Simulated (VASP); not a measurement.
# AlAs (F-43m) in VASP: notebook

The runs below take AlAs through band structure, with HSE06, PBE.

All numbers are computed with VASP 6.6.1; they aren't measurements. Logs are shortened: lines on timing, memory, paths and dates and some standing lists are left out, and cuts for length are marked.

### 1 The structure

Symmetry: F-43m, No. 216, cubic system. Conventional cell: a = 5.677 Å, b = 5.677 Å, c = 5.677 Å, α = 90.00°, β = 90.00°, γ = 90.00°. Around Al (site symmetry -43m) lie 4 As at 2.46 Å. As (site symmetry -43m) has 4 Al at 2.46 Å as nearest neighbours.

The cell is a database's computed one.

### 2 Band structure, HSE06

File POSCAR:

```
AlAs                                    
1.0
    0.0000000000      2.8385561297      2.8385561297
    2.8385561297      0.0000000000      2.8385561297
    2.8385561297      2.8385561297      0.0000000000
  Al              As            
     1     1
Direct
     0.0000000000000000    0.0000000000000000    0.0000000000000000
     0.2500000000000000    0.2500000000000000    0.2500000000000000
```

File INCAR.step1:

```
ALGO = Normal ; EDIFF = 1E-5
ENCUT = 450 ; GGA = PE
ISIF = 2 ; ISMEAR = 0
KPAR = 2 ; LASPH = T
LCHARG = F ; LREAL = F
LWAVE = T ; NELM = 120
PREC = Accurate ; SIGMA = 0.02
```

File INCAR.step2:

```
ALGO = Normal ; EDIFF = 1E-6
ENCUT = 450 ; GGA = PE
HFSCREEN = 0.2 ; ISIF = 2
ISMEAR = 0 ; ISTART = 1
KPAR = 2 ; LASPH = T
LCHARG = F ; LHFCALC = T
LREAL = F ; LWAVE = F
NELM = 120 ; PREC = Accurate
PRECFOCK = Fast ; SIGMA = 0.02
```

File KPOINTS:

```
k-points
0
Gamma
  8 8 8
```

File KPOINTS_OPT:

```
path GXWKGLUWLK,UX
12
line-mode
reciprocal
 0.0000000000  0.0000000000  0.0000000000  G
 0.5000000000  0.0000000000  0.5000000000  X

 0.5000000000  0.0000000000  0.5000000000  X
 0.5000000000  0.2500000000  0.7500000000  W

 0.5000000000  0.2500000000  0.7500000000  W
 0.3750000000  0.3750000000  0.7500000000  K

 0.3750000000  0.3750000000  0.7500000000  K
 0.0000000000  0.0000000000  0.0000000000  G

 0.0000000000  0.0000000000  0.0000000000  G
 0.5000000000  0.5000000000  0.5000000000  L

 0.5000000000  0.5000000000  0.5000000000  L
 0.6250000000  0.2500000000  0.6250000000  U

 0.6250000000  0.2500000000  0.6250000000  U
 0.5000000000  0.2500000000  0.7500000000  W

 0.5000000000  0.2500000000  0.7500000000  W
 0.5000000000  0.5000000000  0.5000000000  L

 0.5000000000  0.5000000000  0.5000000000  L
 0.3750000000  0.3750000000  0.7500000000  K

 0.6250000000  0.2500000000  0.6250000000  U
 0.5000000000  0.0000000000  0.5000000000  X
```

Potentials or basis: VASP PAW PBE potentials, release 64 (Al, As).

Started as:

```
$ cat potpaw_PBE.64/Al/POTCAR potpaw_PBE.64/As/POTCAR > POTCAR
$ cp INCAR.step1 INCAR
$ mpirun -np 2 vasp_std > vasp.out
$ cp INCAR.step2 INCAR
$ mpirun -np 2 vasp_std > vasp.out
```

OUTCAR:

```text
EDIFF = 1E-6
   ENCUT = 450
   GGA = PE
   HFSCREEN = 0.2
   ISIF = 2
   ISMEAR = 0
   ISTART = 1
   LASPH = T
   LHFCALC = T
   LREAL = F
   NELM = 120
   PREC = Accurate
   PRECFOCK = Fast

 ion  position               nearest neighbor table
   1  0.000  0.000  0.000-   2 2.46   2 2.46   2 2.46   2 2.46
   2  0.250  0.250  0.250-   1 2.46   1 2.46   1 2.46   1 2.46

  LATTYP: Found a face centered cubic cell.
 ALAT       =     5.6771122594

  Lattice vectors:

 A1 = (   0.0000000000,   2.8385561297,   2.8385561297)
 A2 = (   2.8385561297,   0.0000000000,   2.8385561297)
 A3 = (   2.8385561297,   2.8385561297,   0.0000000000)

Analysis of symmetry for initial positions (statically):
=====================================================================
 Subroutine PRICEL returns:
 Original cell was already a primitive cell.

 Routine SETGRP: Setting up the symmetry group for a
 face centered cubic supercell.

 Subroutine GETGRP returns: Found 24 space group operations
 (whereof 24 operations were pure point group operations)
 out of a pool of 48 trial point group operations.

The static configuration has the point symmetry T_d .

Analysis of symmetry for dynamics (positions and initial velocities):
=====================================================================
 Subroutine PRICEL returns:
 Original cell was already a primitive cell.

 Routine SETGRP: Setting up the symmetry group for a
 face centered cubic supercell.

 Subroutine GETGRP returns: Found 24 space group operations
 (whereof 24 operations were pure point group operations)
 out of a pool of 48 trial point group operations.

The dynamic configuration has the point symmetry T_d .

 Subroutine INISYM returns: Found 24 space group operations
 (whereof 24 operations are pure point group operations),
 and found     1 'primitive' translations

----------------------------------------------------------------------------------------

                                     Primitive cell

  volume of cell :      45.7428

  direct lattice vectors                    reciprocal lattice vectors
     0.000000000  2.838556130  2.838556130    -0.176145891  0.176145891  0.176145891
     2.838556130  0.000000000  2.838556130     0.176145891 -0.176145891  0.176145891
     2.838556130  2.838556130  0.000000000     0.176145891  0.176145891 -0.176145891

  length of vectors
[... 94 lines left out ...]
   NUPDOWN=      -1.0000    fix difference up-down
   EMIN   =  10.00;   EMAX   =-10.00  energy-range for DOS
   EFERMI =   0.00;   METHOD = LEGACY
   ISMEAR =     0;   SIGMA  =   0.02  broadening in eV -4-tet -1-fermi 0-gaus
   EFERMI_NEDOS =   21; number of points for ismear=-14 and -15
   IALGO  =     38    algorithm
   IMIX   =      1    mixing-type and parameters
     AMIX     =   0.40;   BMIX     =  1.00
     AMIX_MAG =   1.60;   BMIX_MAG =  1.00
  volume/ion in A,a.u.               =      22.87       154.34
  Fermi-wavevector in a.u.,A,eV,Ry     =   0.915512  1.730067 11.403888  0.838162
  Thomas-Fermi vector in A             =   2.040262
   LORBIT       =      0    0 simple, 1 ext, 2 COOP (PROOUT), +10 PAW based schemes
   GGA     = PE    functional components
   LHFCALC =     T    Hartree Fock is set to
   PRECFOCK=fast      Normal, Fast or Accurate (Low or Medium for compatibility)
   ENCUT4O =  -1.0   cutoff for four orbital integrals eV
   NKREDX  =     1    reduce k-point grid by
   NKREDY  =     1    reduce k-point grid by
   NKREDZ  =     1    reduce k-point grid by
   AEXX    =    0.2500 exact exchange contribution
   HFSCREEN=    0.2000 screening length (either q_TF or 0.3 A-1)
   HFSCREENC=   0.2000 screening length for correlation (either q_TF or 0.3 A-1)
   ENCUTFOCK=  -1.0 apply spherical cutoff to Coloumb kernel
   IVDW    =     0    specifies the selected vdW correction
   LEPSILON=     F    determine dielectric tensor
   LRPA    =     F    only Hartree local field effects (RPA)
 non-spin polarized calculation
 Gauss-broadening in eV      SIGMA  =   0.02
  energy-cutoff  :      450.00
  volume of cell :       45.74
 maximum number of plane-waves:      1002
  NGX = 16; NGY = 16; NGZ = 16

 number of electron       7.9999999 magnetization

 Free energy of the ion-electron system (eV)
  ---------------------------------------------------
  ext. energy  EPLUGINS =         0.00000000
  ---------------------------------------------------
  free energy    TOTEN  =       -11.00297832 eV

  energy without entropy =      -11.00297832  energy(sigma->0) =      -11.00297832

 E-fermi :   3.4533     XC(G=0):  -7.5150

 val. band max:        3.3469165950   @ k =   0.0000   0.0000   0.0000
 cond. band min:       5.4638111390   @ k =   0.5000   0.5000   0.0000
 fundamental gap:      2.1168945440
 Fermi energy:         3.4533428116

 k-point     1 :       0.0000    0.0000    0.0000
  band No.  band energies     occupation
      1      -9.6936      2.00000
      2       3.3469      2.00000
      3       3.3469      2.00000
      4       3.3469      2.00000
      5       6.2134      0.00000
      6       8.4961      0.00000
      7       8.4961      0.00000
      8       8.4961      0.00000
[... 243 lines left out ...]
 k-point    24 :      -0.3750    0.2500    0.1250
  band No.  band energies     occupation
      1      -7.8190      2.00000
      2      -2.4029      2.00000
      3       0.4647      2.00000
      4       1.6941      2.00000
      5       7.8277      0.00000
      6       8.4190      0.00000
      7      11.0361      0.00000
      8      11.9970      0.00000

 [... further k-points ...]

------------------------ aborting loop because EDIFF is reached ----------------------------------------

  FORCE on cell =-STRESS in cart. coord.  units (eV):
  Direction    XX          YY          ZZ          XY          YZ          ZX
  --------------------------------------------------------------------------------------
  -------------------------------------------------------------------------------------
  Total       -0.0135645     -0.0135645     -0.0135645      0.0000000      0.0000000      0.0000000
  in kB       -0.4751087     -0.4751087     -0.4751087      0.0000000      0.0000000      0.0000000
  external PRESSURE =      -0.4751087 kB  Pullay stress =       0.0000000 kB

 VOLUME and BASIS-vectors are now :
 -----------------------------------------------------------------------------
  energy-cutoff  :      450.00
  volume of cell :       45.74
      direct lattice vectors                 reciprocal lattice vectors
     0.000000000  2.838556130  2.838556130    -0.176145891  0.176145891  0.176145891
     2.838556130  0.000000000  2.838556130     0.176145891 -0.176145891  0.176145891
     2.838556130  2.838556130  0.000000000     0.176145891  0.176145891 -0.176145891

 POSITION                                       TOTAL-FORCE (eV/Angst)
 -----------------------------------------------------------------------------------
      0.00000      0.00000      0.00000        -0.000000      0.000000     -0.000000
      1.41928      1.41928      1.41928         0.000000     -0.000000      0.000000
 -----------------------------------------------------------------------------------
    total drift:                               -0.000000     -0.000001     -0.000000

  FREE ENERGIE OF THE ION-ELECTRON SYSTEM (eV)
  ---------------------------------------------------
  free  energy   TOTEN  =       -11.0029783180 eV

  energy  without entropy=      -11.0029783180  energy(sigma->0) =      -11.00297832
```

Run time: 39 min. Hardware: 2 MPI ranks of Intel Xeon Platinum 8175M at 2.50GHz (Skylake/Cascade Lake), shared host; peak memory 0.39 GiB.

What came out:

```
Free energy             : -11.0030 eV
Pressure                : 0.0 GPa
Band gap on the k mesh  : 2.12 eV, indirect (least direct gap 2.87 eV)
Band gap along the path : 2.12 eV, indirect (least direct gap 2.87 eV)
```

Levels at the corners of the path, in eV from the valence-band top:
```
point  band 1  band 2  band 3  band 4  band 5  band 6  band 7  band 8
    Γ  -13.04    0.00    0.00    0.00    2.87    5.15    5.15    5.15
    X  -10.84   -5.95   -2.36   -2.36    2.12    3.00   11.60   11.60
    X  -10.84   -5.95   -2.36   -2.36    2.12    3.00   11.60   11.60
    W  -10.81   -5.58   -3.43   -3.02    5.12    6.61    6.70    6.93
    W  -10.81   -5.58   -3.43   -3.02    5.12    6.61    6.70    6.93
    K  -10.88   -5.67   -3.68   -1.95    2.96    5.84    9.28    9.49
    K  -10.88   -5.67   -3.68   -1.95    2.96    5.84    9.29    9.53
    Γ  -13.04    0.00    0.00    0.00    2.87    5.15    5.15    5.15
    Γ  -13.04    0.00    0.00    0.00    2.87    5.15    5.15    5.15
    L  -11.46   -6.09   -0.90   -0.90    2.90    5.56    5.56    8.70
    L  -11.46   -6.09   -0.90   -0.90    2.90    5.56    5.56    8.70
    U  -10.88   -5.67   -3.68   -1.95    2.96    5.84    9.29    9.50
    U  -10.88   -5.67   -3.68   -1.95    2.96    5.84    9.29    9.48
    W  -10.81   -5.58   -3.43   -3.02    5.12    6.61    6.70    6.93
    W  -10.81   -5.58   -3.43   -3.02    5.12    6.61    6.70    6.93
    L  -11.46   -6.09   -0.90   -0.90    2.90    5.56    5.56    8.70
    L  -11.46   -6.09   -0.90   -0.90    2.90    5.56    5.56    8.70
    K  -10.88   -5.67   -3.68   -1.95    2.96    5.84    9.29    9.49
    U  -10.88   -5.67   -3.68   -1.95    2.96    5.84    9.29    9.48
    X  -10.84   -5.95   -2.36   -2.36    2.12    3.00   11.60   11.61
```

Caveat: the PAW data sets were made with another functional, which shifts forces and pressure a little.

(Continued in part 2 of 2.)
